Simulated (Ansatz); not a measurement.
# BPb3: the cost of one run

Computed with Ansatz 0.2.0 (DFT PBE, scalar-relativistic, plane waves, PAW, unless a step's input says otherwise).

**1. Starting point**

Symmetry: Pm-3m, No. 221, cubic system. The conventional cell has a = 5.001 Å, b = 5.001 Å, c = 5.001 Å, α = 90.00°, β = 90.00°, γ = 90.00°. B (site symmetry m-3m) has 6 Pb at 2.50 Å as nearest neighbours. Pb (site symmetry 4/mmm) is surrounded by 2 B at 2.50 Å.

Structure file:

```xyz
4
Lattice="5.0011 0.0000 0.0000 0.0000 5.0011 0.0000 0.0000 0.0000 5.0011" Properties=species:S:1:pos:R:3 pbc="T T T"
B     0.0000    0.0000    0.0000
Pb    2.5005    0.0000    0.0000
Pb    0.0000    2.5005    0.0000
Pb    0.0000    0.0000    2.5005
```

This is candidate A: ReO3 type (Pm-3m, No. 221).

(A quick probe on a coarse mesh, which set the mesh and smearing, is not shown.)

**3. Full relaxation (candidate A)**

input.yaml

```yaml
crystal:
  lattice:
    - [5.001098729, 0.0, 0.0]
    - [0.0, 5.001098729, 0.0]
    - [0.0, 0.0, 5.001098729]
  atoms:
    - { symbol: B, position: [0.0, 0.0, 0.0] }
    - { symbol: Pb, position: [0.5, 0.0, 0.0] }
    - { symbol: Pb, position: [0.0, 0.5, 0.0] }
    - { symbol: Pb, position: [0.0, 0.0, 0.5] }
basis:
  ecutwfc: 420
kpoints:
  mp_grid: { grid: [10, 10, 10] }
hamiltonian:
  xc: pbe
scf:
  occupations: { method: gaussian, width: 0.1 }
output:
  forces: true
  stress: true
  eigenvalues: true
relax:
  adjacent_minimum: "off"
  f_tol: 0.01
  max_steps: 80
  cell: { stress_tol: 0.05 }
```

On the command line:

```sh
> ansatz run input.yaml --threads 1 --pin off --max-ram 2560MiB --backend cpu --events-out ev --progress --plain --runs-dir out
```

Q: Estimate wall time and peak memory on 1 thread of Arm Neoverse V1, shared host.

About 70 s, with a peak of 0.46 GiB.
